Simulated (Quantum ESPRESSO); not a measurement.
# CsSnBr3 under changes of volume

One of the cells (39.815 Å³/atom); the others are scaled copies at fixed shape and fractional positions:

```
Cs Sn Br
1.0
     5.83901    0.00000    0.00000
     0.00000    5.83901    0.00000
     0.00000    0.00000    5.83901
Cs Sn Br
1 1 3
Direct
  0.00000 0.00000 0.00000
  0.50000 0.50000 0.50000
  0.00000 0.50000 0.50000
  0.50000 0.50000 0.00000
  0.50000 0.00000 0.50000
```

The cell is a database's computed one.

```yaml
Program: Quantum ESPRESSO 7.5
Functional: PBE
Potentials_or_basis: SSSP 1.3 efficiency PBE
Cutoff: 816 eV
Density_cutoff: 6531 eV
k_mesh: 5 × 5 × 5
Occupations: fermi-dirac, width 0.05 eV
Spin: no spin polarisation
```

| volume (Å³/atom) | energy over the lowest point (meV/atom) | pressure (GPa) | gap on the mesh (eV) |
| --- | --- | --- | --- |
| 37.426 | ? | ? | ? |
| 38.222 | 11.21 | 1.5 | 1.81 |
| 39.019 | 5.17 | 1.0 | 1.84 |
| 39.815 | 1.52 | 0.5 | 1.88 |
| 40.611 | 0.00 | 0.1 | 1.91 |
| 41.408 | 0.40 | -0.3 | 1.95 |
| 42.204 | 2.53 | -0.6 | 1.98 |

Problem. What does the run at 37.426 Å³/atom give?

Solution. Energy over the lowest point 19.90 meV/atom; pressure 2.0 GPa; gap on the mesh 1.77 eV.

Worked out: A Birch-Murnaghan fit of order 3 (a polynomial in V^(-2/3)) to the other rows has its minimum at 40.83 Å³/atom with B0 = V·E''(V) = 19.2 GPa and B' = 4.4. It gives 19.89 meV/atom at 37.426 Å³/atom, against the run's 19.90, and -dE/dV = 2.0 GPa, against 2.0. A straight line through the other rows of the gap, of slope 1.74 eV per unit of ln V (its deformation potential), extrapolates to 1.77 eV, against the run's 1.77.

Energies are extrapolated to zero smearing.

Caveats: spin-orbit coupling is left out, which moves the levels of the heavy elements; an odd mesh through Γ misses points on the zone boundary, where band edges often lie.
